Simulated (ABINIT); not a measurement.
The system is Os.

```
CELL_PARAMETERS angstrom
2.73410 0.00000 0.00000
-1.36705 2.36780 0.00000
0.00000 0.00000 4.31970
ATOMIC_POSITIONS crystal
Os 0.66667 0.33333 0.75000
Os 0.33333 0.66667 0.25000
```

```yaml
Program: ABINIT 10.8.3 (patched build)
Task: relaxation of cell and atoms
Functional: LDA-PZ
Potentials_or_basis: JTH PAW LDA v2.0
Cutoff: 408 eV
k_mesh: 11 × 11 × 6
Occupations: fermi-dirac, width 0.05 eV
Spin: no spin polarisation
```

At the start: pressure -8.2 GPa; volume 13.98 Å³/atom.

Problem. How do energy, volume and symmetry change on relaxing?

Solution. Over 6 steps the energy falls by 6.8 meV/atom and the volume is 13.72 Å³/atom (-1.9 %); space group P6_3/mmc (No. 194, to 0.05 Å).

Step by step:
```csv
step,energy change (eV),largest force (eV/Å),pressure (GPa),volume (Å³)
1,0.0000,0.0000,-8.23,27.96
2,-0.0121,0.0000,2.91,27.27
3,-0.0137,0.0000,-0.09,27.44
4,-0.0137,0.0000,0.00,27.44
5,-0.0137,0.0000,0.01,27.44
6,-0.0137,0.0000,0.00,27.44
```

Final structure:
```
Os
1.0
     2.71687    0.00000    0.00000
    -1.35843    2.35288    0.00000
     0.00000    0.00000    4.29240
Os
2
Direct
  0.66667 0.33333 0.75000
  0.33333 0.66667 0.25000
```

Caveat: the atomic spheres overlap.
